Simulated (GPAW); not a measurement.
CdS (Greenockite):

```
Cd S
1.0
     4.15000    0.00000    0.00000
    -2.07500    3.59401    0.00000
     0.00000    0.00000    6.73700
Cd S
2 2
Direct
  0.66667 0.33333 0.50000
  0.33333 0.66667 0.00000
  0.66667 0.33333 0.87500
  0.33333 0.66667 0.37500
```

| Property | Result |
| --- | --- |
| Program | GPAW 26.7.0 |
| Task | relaxation of cell and atoms |
| Functional | OLYP |
| Potentials or basis | PAW data sets generated in the run's folder for this functional |
| Cutoff | 600 eV |
| Basis | pw |
| k mesh | 5 × 5 × 3 |
| Occupations | fermi-dirac, width 0.05 eV |
| Spin | no spin polarisation |

At the start: pressure 3.9 GPa; volume 25.12 Å³/atom.

Q: How do energy, volume and symmetry change on relaxing?

A: Over 6 steps the energy falls by 22.2 meV/atom and the volume is 27.03 Å³/atom (+7.6 %); space group P6_3mc (No. 186, to 0.05 Å).

The path:
```csv
step,energy change (eV),largest force (eV/Å),pressure (GPa),volume (Å³)
1,0.0000,0.0650,3.90,100.48
2,-0.0157,0.0521,3.49,101.14
3,-0.0879,0.0257,0.32,107.29
4,-0.0888,0.0271,0.05,107.93
5,-0.0889,0.0240,0.01,108.03
6,-0.0889,0.0135,-0.04,108.14
```

Final structure:
```
Cd S
1.0
     4.24896    0.00000    0.00000
    -2.12448    3.67971    0.00000
     0.00000    0.00000    6.91648
Cd S
2 2
Direct
  0.66667 0.33333 0.49896
  0.33333 0.66667 0.99896
  0.66667 0.33333 0.87603
  0.33333 0.66667 0.37603
```

Caveat: later steps reuse the first step's grids.
